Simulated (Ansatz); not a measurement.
A surface is cut from this relaxed crystal of Si₂Mo:

```yaml
crystal:
  lattice:
    - [-1.59504, 1.59504, 3.91069]
    - [1.59504, -1.59504, 3.91069]
    - [1.59504, 1.59504, -3.91069]
  atoms:
    - { symbol: Si, position: [0.33506, 0.33506, 0.00000] }
    - { symbol: Si, position: [0.66494, 0.66494, 0.00000] }
    - { symbol: Mo, position: [0.00000, 0.00000, 0.00000] }
```

Miller indices refer to the conventional cell of I4/mmm (No. 139), a = 3.190 Å, b = 3.190 Å, c = 7.821 Å, α = 90.00°, β = 90.00°, γ = 90.00°.

The (101) slab of 12 planes, 10.8 Å thick with 15 Å of vacuum as cut; outer planes Si (top) and Si (bottom).

Theory: DFT PBEsol, scalar-relativistic, plane waves, PAW (Ansatz 0.2.0). Cutoff 420 eV; k points 12×8×1 on the computed 12-atom cell (Γ-centred); Gaussian smearing, width 0.10 eV; no spin polarisation. The cell repeats along c with a dipole correction in the vacuum.

The work function read from the bulk's Fermi level differs by 0.25 eV, so the slab's middle doesn't match the bulk reference (too thin, or relaxed to another structure or magnetic state).

Results for the relaxed slab:

```json
{"Surface energy (mean of both faces)": "2.52 J/m²", "Work function": "5.04 eV"}
```

Relaxation lowers the energy by 0.139 J/m² a face; the largest move is 0.178 Å.

| plane (bottom to top) | atoms | spacing to next, bulk (Å) | relaxed (Å) | change (%) |
| --- | --- | --- | --- | --- |
| 1 | Si | 0.990 | 0.901 | -9.0 |
| 2 | Mo | 0.990 | 0.900 | -9.0 |
| 3 | Si | 0.974 | 0.980 | +0.6 |
| 4 | Si | 0.990 | 1.021 | +3.2 |
| 5 | Mo | 0.990 | 0.969 | -2.1 |
| 6 | Si | 0.974 | 0.985 | +1.1 |
| 7 | Si | 0.990 | 0.969 | -2.1 |
| 8 | Mo | 0.990 | 1.021 | +3.2 |
| 9 | Si | 0.974 | 0.980 | +0.6 |
| 10 | Si | 0.990 | 0.900 | -9.0 |
| 11 | Mo | 0.990 | 0.901 | -9.0 |
| 12 | Si |  |  |  |